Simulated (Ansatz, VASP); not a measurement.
MgH2: VASP beside Ansatz

INCAR

```
PREC = Accurate ; ENCUT = 520
EDIFF = 1E-7 ; ISMEAR = -1
SIGMA = 0.05 ; LREAL = F
LASPH = T ; NELM = 60
ALGO = Normal ; ISIF = 2
LWAVE = F ; LCHARG = T
GGA = PE ; LELF = T
LVHAR = T ; NBANDS = 9
```

The input KPOINTS:

```
Automatic mesh
0
Gamma
  10 10 10
```

POSCAR

```
MgH2
1.0
    0.0000000000      2.3810671667      2.3810671667
    2.3810671667      0.0000000000      2.3810671667
    2.3810671667      2.3810671667      0.0000000000
Mg H
1 2
Direct
    0.0000000000      0.0000000000      0.0000000000
    0.2500000000      0.2500000000      0.2500000000
    0.7500000000      0.7500000000      0.7500000000
```

The input input.yaml:

```yaml
crystal:
  lattice:
    - [0.0, 2.3810671667, 2.3810671667]
    - [2.3810671667, 0.0, 2.3810671667]
    - [2.3810671667, 2.3810671667, 0.0]
  atoms:
    - { symbol: Mg, position: [0.0, 0.0, 0.0] }
    - { symbol: H, position: [0.25, 0.25, 0.25] }
    - { symbol: H, position: [0.75, 0.75, 0.75] }
hamiltonian:
  xc: pbe
  pseudopotentials: { kind: paw }
kpoints:
  mp_grid: { grid: [10, 10, 10] }
scf:
  occupations: { method: fermi_dirac, width: 0.05 }
output:
  forces: true
  stress: true
  eigenvalues: true
  write_density: true
  write_potential: true
  elf: true
  volumetric_format: npy
```

Measurements of this composition are mostly on another form, of space group No. 136.

Alike in both runs: task single point; functional PBE; k mesh 10 × 10 × 10; occupations fermi-dirac, width 0.05 eV; no spin polarisation.

|  | VASP | Ansatz |
| --- | --- | --- |
| version | VASP 6.6.1 | Ansatz 0.2.0 |
| potentials or method | VASP PAW PBE potentials, release 64 (Mg, H) | Ansatz PAW |
| plane-wave cutoff (eV) | 520 | 420 |
| valence electrons in the cell | 4 | 12 |

Ansatz gave:

| Quantity | Value |
| --- | --- |
| gap on the k mesh at the Fermi level (eV) | none |
| pressure (GPa) | -0.1 |

Question: What did VASP give for the same quantities?

Answer: gap on the k mesh at the Fermi level (eV): none; pressure (GPa): -0.5.

A gap of «none» marks a metal or a gap that the smearing closes. The two sets of potentials don't hold the same shells in valence.
